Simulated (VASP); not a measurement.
# Sb (I4/mcm) in VASP: reference runs

How does Sb come out in PBEsol? The cell is run as given and disturbed, and energy against volume gives the equilibrium volume and stiffness.

Program: VASP 6.6.1. These are calculated values, not measurements. Logs are shortened: lines on timing, memory, paths and dates and some standing lists are left out, and cuts for length are marked.

### Step 1. Starting point

Symmetry: I4/mcm, No. 140, tetragonal system. The conventional cell has a = 8.060 Å, b = 8.060 Å, c = 4.051 Å, α = 90.00°, β = 90.00°, γ = 90.00°. Around Sb (site symmetry m2m) lie 7 Sb at 3.03 to 3.45 Å.

This isn't the form of Sb at room conditions, which is rhombohedral.

### Step 2. Single point, PBEsol

Input file INCAR:

```
SYSTEM = Sb
  PREC = Accurate
  ENCUT = 520
  EDIFF = 1E-7
  ISMEAR = -1
  SIGMA = 0.05
  LREAL = .FALSE.
  LASPH = .TRUE.
  NELM = 60
  ALGO = Normal
  ISIF = 2
  LWAVE = .FALSE.
  LCHARG = .TRUE.
  GGA = PS
  LELF = .TRUE.
  LVHAR = .TRUE.
  NBANDS = 18
```

Input file KPOINTS:

```
Automatic mesh
0
G
  7 7 7
  0 0 0
```

Input file POSCAR:

```
Sb
1.0
   -4.0300106443      4.0300106443      2.0254867038
    4.0300106443     -4.0300106443      2.0254867038
    4.0300106443      4.0300106443     -2.0254867038
Sb
4
Direct
    0.6512630600      0.1512630600      0.8025261200
    0.1512630600      0.3487369400      0.5000000000
    0.3487369400      0.8487369400      0.1974738800
    0.8487369400      0.6512630600      0.5000000000
```

Potentials or basis: VASP PAW PBE potentials, release 64 (Sb).

Command:

```bash
$ cat potpaw_PBE.64/Sb/POTCAR > POTCAR
$ mpirun -np 1 vasp_std > vasp.out
```

OUTCAR:

```text
SYSTEM = Sb
   PREC = Accurate
   ENCUT = 520
   EDIFF = 1E-7
   ISMEAR = -1
   LREAL = .FALSE.
   LASPH = .TRUE.
   NELM = 60
   ISIF = 2
   GGA = PS

 ion  position               nearest neighbor table
   1  0.651  0.151  0.803-   3 3.03   3 3.03   2 3.17   4 3.17   2 3.17   4 3.17   3 3.45
   2  0.151  0.349  0.500-   4 3.03   4 3.03   1 3.17   3 3.17   1 3.17   3 3.17   4 3.45
   3  0.349  0.849  0.197-   1 3.03   1 3.03   2 3.17   4 3.17   4 3.17   2 3.17   1 3.45
   4  0.849  0.651  0.500-   2 3.03   2 3.03   1 3.17   3 3.17   3 3.17   1 3.17   2 3.45

  LATTYP: Found a body centered tetragonal cell.
 ALAT       =     8.0600212886
 C/A-ratio  =     0.5026008322

  Lattice vectors:

 A1 = (  -4.0300106443,   4.0300106443,   2.0254867038)
 A2 = (   4.0300106443,  -4.0300106443,   2.0254867038)
 A3 = (   4.0300106443,   4.0300106443,  -2.0254867038)

Analysis of symmetry for initial positions (statically):
=====================================================================
 Subroutine PRICEL returns:
 Original cell was already a primitive cell.

 Routine SETGRP: Setting up the symmetry group for a
 body centered tetragonal supercell.

 Subroutine GETGRP returns: Found 16 space group operations
 (whereof  8 operations were pure point group operations)
 out of a pool of 16 trial point group operations.

The static configuration has the point symmetry C_4h.
 The point group associated with its full space group is D_4h.

Analysis of symmetry for dynamics (positions and initial velocities):
=====================================================================
 Subroutine PRICEL returns:
 Original cell was already a primitive cell.

 Routine SETGRP: Setting up the symmetry group for a
 body centered tetragonal supercell.

 Subroutine GETGRP returns: Found 16 space group operations
 (whereof  8 operations were pure point group operations)
 out of a pool of 16 trial point group operations.

The dynamic configuration has the point symmetry C_4h.
 The point group associated with its full space group is D_4h.

 Subroutine INISYM returns: Found 16 space group operations
 (whereof  8 operations are pure point group operations),
 and found     1 'primitive' translations

----------------------------------------------------------------------------------------

                                     Primitive cell

  volume of cell :     131.5836

  direct lattice vectors                    reciprocal lattice vectors
    -4.030010644  4.030010644  2.025486704     0.000000000  0.124069151  0.246854249
[... 94 lines left out ...]
   IBRION =     -1    ionic relax: 0-MD 1-quasi-New 2-CG
   NFREE  =      0    steps in history (QN), initial steepest desc. (CG)
   ISIF   =      2    stress and relaxation
   ISYM   =      2    0-nonsym 1-usesym 2-fastsym
   POTIM  = 0.5000    time-step for ionic-motion
   TEBEG  =    0.0;   TEEND  =   0.0 temperature during run
   PSTRESS=    0.0 pullay stress
   NELECT =      20.0000    total number of electrons
   NUPDOWN=      -1.0000    fix difference up-down
   EMIN   =  10.00;   EMAX   =-10.00  energy-range for DOS
   EFERMI =   0.00;   METHOD = LEGACY
   ISMEAR =    -1;   SIGMA  =   0.05  broadening in eV -4-tet -1-fermi 0-gaus
   EFERMI_NEDOS =   21; number of points for ismear=-14 and -15
   IALGO  =     38    algorithm
   IMIX   =      4    mixing-type and parameters
     AMIX     =   0.40;   BMIX     =  1.00
     AMIX_MAG =   1.60;   BMIX_MAG =  1.00
  volume/ion in A,a.u.               =      32.90       221.99
  Fermi-wavevector in a.u.,A,eV,Ry     =   0.873677  1.651010 10.385484  0.763312
  Thomas-Fermi vector in A             =   1.993101
   LORBIT       =      0    0 simple, 1 ext, 2 COOP (PROOUT), +10 PAW based schemes
   GGA     = PS    functional components
   LHFCALC =     F    Hartree Fock is set to
   AEXX    =    0.0000 exact exchange contribution
   IVDW    =     0    specifies the selected vdW correction
   LEPSILON=     F    determine dielectric tensor
   LRPA    =     F    only Hartree local field effects (RPA)
 non-spin polarized calculation
  energy-cutoff  :      520.00
  volume of cell :      131.58
 maximum number of plane-waves:      3571
 NGX is ok and might be reduce to    48
   NGX = 23   NGY = 23   NGZ = 23

 number of electron      20.0000002 magnetization

 Free energy of the ion-electron system (eV)
  ---------------------------------------------------
  ext. energy  EPLUGINS =         0.00000000
  ---------------------------------------------------
  free energy    TOTEN  =       -17.17699879 eV

  energy without entropy =      -17.15172409  energy(sigma->0) =      -17.16436144

 E-fermi :   5.9651     XC(G=0):  -9.1220

 val. band max:        5.9646824819   @ k =  -0.4286  -0.4286   0.4286
 cond. band min:       5.9691206219   @ k =   0.1429   0.1429   0.1429
 fundamental gap:      0.0044381399
 Fermi energy:         5.9651351044

 k-point     1 :       0.0000    0.0000    0.0000
  band No.  band energies     occupation
      1      -6.5469      2.00000
      2      -3.1829      2.00000
      3      -1.9578      2.00000
      4      -1.9578      2.00000
      5       1.1655      2.00000
      6       4.4068      2.00000
[... 481 lines left out ...]
      5       2.5121      2.00000
      6       3.3608      2.00000
[... 10 lines left out ...]
     17      10.2851      0.00000
     18      10.8830      0.00000

 [... further k-points ...]

------------------------ aborting loop because EDIFF is reached ----------------------------------------

  FORCE on cell =-STRESS in cart. coord.  units (eV):
  Direction    XX          YY          ZZ          XY          YZ          ZX
  --------------------------------------------------------------------------------------
  -------------------------------------------------------------------------------------
  Total       -0.6198478     -0.6198478     -0.4435405      0.0000000      0.0000000      0.0000000
  in kB       -7.5473393     -7.5473393     -5.4006004      0.0000000      0.0000000      0.0000000
  external PRESSURE =      -6.8317597 kB  Pullay stress =       0.0000000 kB

 VOLUME and BASIS-vectors are now :
 -----------------------------------------------------------------------------
  energy-cutoff  :      520.00
  volume of cell :      131.58
      direct lattice vectors                 reciprocal lattice vectors
    -4.030010644  4.030010644  2.025486704     0.000000000  0.124069151  0.246854249
     4.030010644 -4.030010644  2.025486704     0.124069151  0.000000000  0.246854249
     4.030010644  4.030010644 -2.025486704     0.124069151  0.124069151  0.000000000

 POSITION                                       TOTAL-FORCE (eV/Angst)
 -----------------------------------------------------------------------------------
      1.21918      5.24919     -0.00000        -0.037133     -0.037133     -0.000000
      2.81083      1.21918      0.00000         0.037133     -0.037133     -0.000000
      2.81083     -1.21918      2.02549         0.037133      0.037133      0.000000
      1.21918      2.81083      2.02549        -0.037133      0.037133     -0.000000
 -----------------------------------------------------------------------------------
    total drift:                                0.000000     -0.000000      0.000000

  FREE ENERGIE OF THE ION-ELECTRON SYSTEM (eV)
  ---------------------------------------------------
  free  energy   TOTEN  =       -17.1769987924 eV

  energy  without entropy=      -17.1517240915  energy(sigma->0) =      -17.16436144
```

OSZICAR:

```text
N       E                     dE             d eps       ncg     rms          rms(c)
DAV:   1     0.894335745632E+02    0.89434E+02   -0.66845E+03  1440   0.871E+02
DAV:   2    -0.108487063130E+02   -0.10028E+03   -0.96590E+02  1840   0.148E+02
DAV:   3    -0.171433698103E+02   -0.62947E+01   -0.61998E+01  1812   0.410E+01
DAV:   4    -0.172281164820E+02   -0.84747E-01   -0.84657E-01  1706   0.530E+00
DAV:   5    -0.172301117185E+02   -0.19952E-02   -0.19952E-02  2020   0.890E-01    0.366E+00
DAV:   6    -0.171908152767E+02    0.39296E-01   -0.34641E-02  1604   0.795E-01    0.216E+00
DAV:   7    -0.171763378941E+02    0.14477E-01   -0.43398E-02  1680   0.889E-01    0.140E-01
DAV:   8    -0.171766885285E+02   -0.35063E-03   -0.45925E-03  1526   0.360E-01    0.517E-02
DAV:   9    -0.171769222322E+02   -0.23370E-03   -0.47360E-04  1634   0.114E-01    0.432E-02
DAV:  10    -0.171769820729E+02   -0.59841E-04   -0.65064E-05  1654   0.385E-02    0.862E-03
DAV:  11    -0.171769970947E+02   -0.15022E-04   -0.19832E-05  1608   0.187E-02    0.322E-03
DAV:  12    -0.171769984678E+02   -0.13731E-05   -0.19733E-06  1724   0.647E-03    0.102E-03
DAV:  13    -0.171769986647E+02   -0.19682E-06   -0.32700E-07  1594   0.264E-03    0.644E-04
DAV:  14    -0.171769987905E+02   -0.12589E-06   -0.15425E-08  1092   0.661E-04    0.116E-04
DAV:  15    -0.171769987924E+02   -0.18957E-08   -0.15349E-09   792   0.256E-04
   1 F= -.17176999E+02 E0= -.17164361E+02  d E =-.252747E-01
```

stdout:

```text
POSCAR found type information on POSCAR Sb
 POSCAR found :  1 types and       4 ions
 scaLAPACK will be used
 -----------------------------------------------------------------------------
|                                                                             |
|                                                                             |
|     You enforced a specific xc type in the INCAR file but a different       |
|     I HOPE YOU KNOW WHAT YOU ARE DOING!                                     |
|                                                                             |
 -----------------------------------------------------------------------------

 LDA part: xc-table for (Slater+PW92), standard interpolation
 POSCAR, INCAR and KPOINTS ok, starting setup
 FFT: planning ... GRIDC
 FFT: planning ... GRID_SOFT
 FFT: planning ... GRID
 WAVECAR not read
 entering main loop
```

Wall time 55 s (1 thread of Intel Xeon 6975P-C (Granite Rapids), shared host); peak memory 0.33 GiB.

Results:

```yaml
Free_energy: -17.1770 eV
Pressure: -0.7 GPa
Largest_force: 0.053 eV/Å
Band_gap_on_the_k_mesh: none (metal or under the smearing width)
```

Forces in eV/Å, atoms in the order of the input:
```
Sb  -0.037 -0.037  0.000
Sb   0.037 -0.037  0.000
Sb   0.037  0.037  0.000
Sb  -0.037  0.037  0.000
```

Levels at points of the mesh, in eV from the Fermi level:
```tsv
k point	band 8	band 9	band 10	band 11	band 12	band 13
(0.00, 0.00, 0.00)	-1.13	-1.02	-0.93	-0.93	-0.38	2.60
```

Caveat: the PAW data sets were made with another functional, which shifts forces and pressure a little.

### Step 3. Equation of state, PBEsol, 30.92 Å³/atom (volume scaled by 0.94)

Changes to INCAR since step 2:

```diff
@@ -12,6 +12,4 @@
   LWAVE = .FALSE.
-  LCHARG = .TRUE.
+  LCHARG = .FALSE.
   GGA = PS
-  LELF = .TRUE.
-  LVHAR = .TRUE.
   NBANDS = 18
```

KPOINTS is that of step 2.

Input file POSCAR:

```
Sb
1.0
   -3.9477424451      3.9477424451      1.9841386384
    3.9477424451     -3.9477424451      1.9841386384
    3.9477424451      3.9477424451     -1.9841386384
Sb
4
Direct
    0.6512630600      0.1512630600      0.8025261200
    0.1512630600      0.3487369400      0.5000000000
    0.3487369400      0.8487369400      0.1974738800
    0.8487369400      0.6512630600      0.5000000000
```

Potentials or basis: VASP PAW PBE potentials, release 64 (Sb).

Command:

```bash
$ cat potpaw_PBE.64/Sb/POTCAR > POTCAR
$ mpirun -np 1 vasp_std > vasp.out
```

Run time: 40 s. Hardware: 1 thread of Intel Xeon 6975P-C (Granite Rapids), shared host; peak memory 0.33 GiB.

Results (log left out):

| Item | Value |
| --- | --- |
| Free energy | -17.1274 eV |
| Pressure | 2.9 GPa |
| Largest force | 0.052 eV/Å |
| Band gap on the k mesh | none (metal or under the smearing width) |

Caveat: the PAW data sets were made with another functional, which shifts forces and pressure a little.

(Continued in part 2 of 2.)
